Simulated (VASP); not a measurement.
Input of a VASP 6.6.1 run:

Contents of INCAR:

```
ALGO = Normal
EDIFF = 1E-6
ENCUT = 520
GGA = PE
ISIF = 2
ISMEAR = -1
ISPIN = 2
IVDW = 12
LASPH = T
LCHARG = F
LORBIT = 11
LREAL = F
LWAVE = F
MAGMOM = 1 1 1 1 1 1 1 1 1 1 1 1
NBANDS = 52
NELM = 150
PREC = Accurate
SIGMA = 0.05
```

KPOINTS

```
k-points
0
Gamma
  1 1 1
```

File POSCAR:

```
O
1.0
    6.3313630000      0.0000000000      0.0000000000
    0.0000000000      6.3313630000      0.0000000000
    0.0000000000      0.0000000000      6.3313630000
O
12
Direct
    0.0963457631      0.0237389643      0.7600417161
    0.0701112857     -0.0811199737      0.6001235437
    0.6550090399      0.4991658194      0.4285333190
    0.5308967437      0.5954326106      0.3129341976
    0.2102548851      0.4406792029      0.5726097208
    0.3083380308      0.5550779508      0.6930893079
    0.8688334566      0.1785081664      0.1920597508
    0.7092785550      0.0740124994      0.2000675052
    0.5323024442      0.1547534078      0.7827224564
    0.6248259656      0.0007265418      0.7277895771
    0.8940886820      0.7358763034      1.0120569615
    0.9255984849      0.6043564395      0.8810741068
```

Potentials or basis: VASP PAW PBE potentials, release 64 (O).

Launch:

```console
$ cat potpaw_PBE.64/O/POTCAR > POTCAR
$ mpirun -np 1 vasp_gam > vasp.out
```

Q: What does it give for the net moment?

A: 12.00 μB per cell.

Q: Predict the pressure.

A: 3.5 GPa.

Q: Estimate the site moments.

A: O +0.81, +0.80 μB.

Q: Predict the largest force.

A: 3.556 eV/Å.

Forces in eV/Å, atoms in the order of the input:
```
O    0.133  0.476  0.505
O   -0.069 -0.199 -0.800
O   -0.016  0.177 -0.164
O    0.233 -0.029 -0.023
O   -0.470 -0.434 -0.437
O    0.416  0.348  0.537
O    1.633  1.008 -0.101
O   -1.589 -0.928  0.239
O   -1.697  2.943  1.050
O    1.677 -2.925 -1.119
O   -0.576  2.069  2.480
O    0.325 -2.505 -2.168
```

Caveat: the standard files for N, O and F lose accuracy on very short bonds.
